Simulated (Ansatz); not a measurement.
The system is HfO2.

```
CELL_PARAMETERS angstrom
5.11800 0.00000 0.00000
0.00000 5.18570 0.00000
-0.85866 0.00000 5.21387
ATOMIC_POSITIONS crystal
Hf 0.27550 0.46030 0.70800
Hf 0.72450 0.96030 0.79200
Hf 0.72450 0.53970 0.29200
Hf 0.27550 0.03970 0.20800
O 0.07420 0.16840 0.84670
O 0.92580 0.66840 0.65330
O 0.92580 0.83160 0.15330
O 0.07420 0.33160 0.34670
O 0.44870 0.74190 0.98010
O 0.55130 0.24190 0.51990
O 0.55130 0.25810 0.01990
O 0.44870 0.75810 0.48010
```

```yaml
Program: Ansatz 0.2.0
Task: relaxation of cell and atoms
Functional: r2SCAN
Dispersion: D4
Potentials_or_basis: Ansatz PAW
Cutoff: "500 eV (not typed: the program's choice for these potentials)"
k_mesh: 5 × 5 × 5
Occupations: fermi-dirac, width 0.05 eV
Spin: no spin polarisation
```

At the start: volume 11.53 Å³/atom.

Task: Where does the relaxation end?

Result: It ends after 7 steps and the volume is 11.47 Å³/atom (-0.6 %); space group P2_1/c (No. 14, to 0.05 Å).

The path:
| step | energy change (eV) | largest force (eV/Å) | volume (Å³) |
| --- | --- | --- | --- |
| 1 | 0.0000 | 0.4587 | 138.38 |
| 2 | -0.0027 | 0.2554 | 137.50 |
| 3 | -0.0268 | 0.0729 | 137.72 |
| 4 | -0.0283 | 0.0820 | 137.74 |
| 5 | -0.0290 | 0.0184 | 137.62 |
| 6 | -0.0291 | 0.0018 | 137.62 |
| 7 | -0.0287 | 0.0018 | 137.62 |

Final structure:
```yaml
crystal:
  lattice:
    - [5.10204, 0.00000, -0.00289]
    - [0.00000, 5.17848, 0.00000]
    - [-0.85893, 0.00000, 5.20914]
  atoms:
    - { symbol: Hf, position: [0.27639, 0.45833, 0.70825] }
    - { symbol: Hf, position: [0.72361, 0.95833, 0.79175] }
    - { symbol: Hf, position: [0.72361, 0.54167, 0.29175] }
    - { symbol: Hf, position: [0.27639, 0.04167, 0.20825] }
    - { symbol: O, position: [0.07137, 0.16367, 0.84177] }
    - { symbol: O, position: [0.92863, 0.66367, 0.65823] }
    - { symbol: O, position: [0.92863, 0.83633, 0.15823] }
    - { symbol: O, position: [0.07137, 0.33633, 0.34177] }
    - { symbol: O, position: [0.44747, 0.74200, 0.97919] }
    - { symbol: O, position: [0.55253, 0.24200, 0.52081] }
    - { symbol: O, position: [0.55253, 0.25800, 0.02081] }
    - { symbol: O, position: [0.44747, 0.75800, 0.47919] }
```

Caveat: the plane-wave basis is chosen anew once the cell has moved, so the energies of steps on either side of that aren't comparable; the PAW data sets come from PBE, with cores solved anew for the run's functional, which leaves a small shift of forces and pressure.
